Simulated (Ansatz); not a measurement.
# SnO: the cost of one run

Program: Ansatz 0.2.0. Level of theory: DFT PBE+D3(BJ), scalar-relativistic, plane waves, PAW. These are calculated values, not measurements.

2 further runs of the same task are left out: 2 set aside as unsound or not needed.

### Step 1. The structure to begin with

Symmetry: P4/nmm, No. 129, tetragonal system. The conventional cell has a = 3.837 Å, b = 3.837 Å, c = 4.762 Å, α = 90.00°, β = 90.00°, γ = 90.00°. Sn (site symmetry 4mm) is surrounded by 4 O at 2.24 Å. O (site symmetry -4m2) is surrounded by 4 Sn at 2.24 Å.

Structure file:

```cif
data_structure
_symmetry_space_group_name_H-M 'P 1'
_symmetry_Int_Tables_number 1
_cell_length_a 3.8371
_cell_length_b 3.8371
_cell_length_c 4.7621
_cell_angle_alpha 90.000
_cell_angle_beta 90.000
_cell_angle_gamma 90.000
_cell_volume 70.11
loop_
_atom_site_label
_atom_site_type_symbol
_atom_site_fract_x
_atom_site_fract_y
_atom_site_fract_z
_atom_site_occupancy
Sn1 Sn 0.00000 0.50000 0.24324 1
Sn2 Sn 0.50000 0.00000 0.75676 1
O1 O 0.00000 0.00000 0.00000 1
O2 O 0.50000 0.50000 0.00000 1
```

It is the result of an earlier relaxation at this level (volume 17.53 Å³/atom; gap on the mesh: none (metal)).

### Step 2. The reference cell

Reference values: F = -13184.3101 eV; pressure -0.01 GPa; largest force 0.006 eV/Å; gap on the mesh none (metal). It was computed beforehand with the settings of the runs below.

### Step 3. Setting up shifting one sublattice

Every Sn atom is moved by x along the Cartesian unit vector (0.577, 0.577, 0.577); the cell and all other atoms stay fixed. Forces below are components along that vector, summed over the moved atoms.

### Step 4. x = -0.300 Å

The input, input.yaml:

```yaml
crystal:
  lattice:
    - [3.837096323, 0.0, 0.0]
    - [0.0, 3.837096323, 0.0]
    - [0.0, 0.0, 4.7621286275]
  atoms:
    - { symbol: Sn, position: [-0.0451396228, 0.4548603772, 0.2068708537] }
    - { symbol: Sn, position: [0.4548603772, -0.0451396228, 0.7203864321] }
    - { symbol: O, position: [0.0, 0.0, 0.0] }
    - { symbol: O, position: [0.5, 0.5, 0.0] }
basis:
  ecutwfc: 420
kpoints:
  mp_grid: { grid: [12, 12, 10] }
hamiltonian:
  xc: pbe
  dispersion: d3bj
scf:
  occupations: { method: gaussian, width: 0.15 }
output:
  forces: true
  stress: true
  eigenvalues: true
  write_density: true
  write_potential: true
  elf: true
  volumetric_format: npy
```

Launch:

```
$ ansatz run input.yaml --threads 1 --pin off --max-ram 2560MiB --backend cpu --events-out ev --progress --plain --runs-dir out
```

Q: Estimate wall time and peak memory on 1 thread of Intel Xeon 6975P-C (Granite Rapids), shared host.

About 36 s, with a peak of 0.85 GiB.
